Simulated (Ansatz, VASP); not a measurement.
Two plane-wave programs on ZnS

```xyz
2
Lattice="0.0000 2.6659 2.6659 2.6659 0.0000 2.6659 2.6659 2.6659 0.0000" Properties=species:S:1:pos:R:3 pbc="T T T"
Zn    1.3330    1.3330    1.3330
S     0.0000    0.0000    0.0000
```

Alike in both runs: task single point; functional PBE; k mesh 6 × 6 × 6; no spin polarisation.

|  | VASP | Ansatz |
| --- | --- | --- |
| version | VASP 6.6.1 | Ansatz 0.2.0 |
| potentials or method | VASP PAW PBE potentials, release 64 (Zn, S) | plane waves, PAW |
| plane-wave cutoff (eV) | 520 | 420 |
| occupations | gaussian, width 0.01 eV | fixed |
| valence electrons in the cell | 18 | 18 |

|  | VASP | Ansatz | Ansatz less VASP |
| --- | --- | --- | --- |
| gap on the k mesh at the Fermi level (eV) | 2.29 | 2.28 | -0.007 |
| pressure (GPa) | 5.1 | 5.0 | -0.13 |

PBE gaps usually lie below the measured ones, often by a third to a half.
